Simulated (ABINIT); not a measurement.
A calculation with ABINIT 10.8.3 (patched build) of Te2Mo (ASE script, Cartesian positions):

Contents of run.py:

```python
import json, os
import numpy as np
from ase.units import GPa
from ase.calculators.abinit import Abinit, AbinitProfile
from ase.io import read

atoms = read('Te2Mo.xyz')

profile = AbinitProfile(command='abinit', pp_paths=[os.path.abspath('pseudos')])
params = dict(
    pps='pawxml', xc='PBE',
    ecut=408.1708,
    pawecutdg=816.3416,
    kptopt=1,
    ngkpt=[9, 9, 2],
    nshiftk=1,
    shiftk=[0.0, 0.0, 0.0],
    ixc=11,
    nband=17,
    occopt=3,
    tsmear=0.05,
    nstep=100,
    tolvrs=1e-09,
    prtwf=0,
    prtden=0,
)

atoms.calc = Abinit(profile=profile, directory='run', **params)
energy = atoms.get_potential_energy()
forces = atoms.get_forces()
stress = atoms.get_stress()
print(f'energy {energy:.6f} eV')
print('forces (eV/A)')
print(np.round(forces, 5))
print('stress (GPa, Voigt, tension positive)', np.round(stress / GPa, 4))
json.dump(dict(energy=energy, forces=forces.tolist(), stress=stress.tolist(), cell=atoms.cell.tolist(), frac=atoms.get_scaled_positions(wrap=False).tolist()), open('results.json', 'w'))
```

Contents of Te2Mo.xyz:

```xyz
3
Lattice="3.5602328140 0.0000000000 0.0000000000 -1.7801164070 3.0832520603 0.0000000000 0.0000000000 0.0000000000 17.5240578200" Properties=species:S:1:pos:R:3 pbc="T T T"
Te    -0.0000000002      2.0555013736      1.7899870002
Te    -0.0000000002      2.0555013736     15.7340708198
Mo     0.0000000000      0.0000000000      0.0000000000
```

Potentials or basis: JTH PAW PBE v2.0.

Launch:

```bash
$ python run.py
```

Task: Write the same calculation in another form: native input, structure from a POSCAR.

Result: As run:

run.abi

```
# Pseudopotentials
pp_dirpath "./"
pseudos "Te.GGA_PBE-JTH.xml, Mo.GGA_PBE-JTH.xml"

# Structure
structure "poscar:POSCAR"
natom 3

# Plane-wave basis
ecut 408.170794 eV
pawecutdg 30.0

# k points
kptopt 1
ngkpt 9 9 2
nshiftk 1
shiftk 0.0 0.0 0.0

# Exchange and correlation
ixc 11

# Bands and occupations
nband 17
occopt 3
tsmear 0.00183747

# SCF cycle
nstep 100
tolvrs 1.0e-9

# Output
iomode 3
prtwf 0
prtden 0
prteig 0
prtebands 0
enunit 1
prtvol 2
```

The input POSCAR:

```
Te2Mo
1.0
    3.5602328140      0.0000000000      0.0000000000
   -1.7801164070      3.0832520603      0.0000000000
    0.0000000000      0.0000000000     17.5240578200
Te Mo
2 1
Direct
    0.3333333333      0.6666666667      0.1021445500  Te
    0.3333333333      0.6666666667      0.8978554500  Te
    0.0000000000      0.0000000000      0.0000000000  Mo
```

Potentials or basis: JTH PAW PBE v2.0.

The run is started by

```bash
$ abinit run.abi > log 2>&1
```

Both were run:

|  | ASE script, Cartesian positions | native input, structure from a POSCAR |
| --- | --- | --- |
| Largest force | 0.332 eV/Å | 0.332 eV/Å |
| Band gap on the k mesh | 1.05 eV, direct | 1.05 eV, direct |
| Valence electrons inside the program's atomic spheres | Te 3.18; Mo 11.26 | Te 3.18; Mo 11.26 |

Keys that steer only the numerical path or the files written may differ.

Caveat: spin-orbit coupling is left out, which moves the levels of the heavy elements.
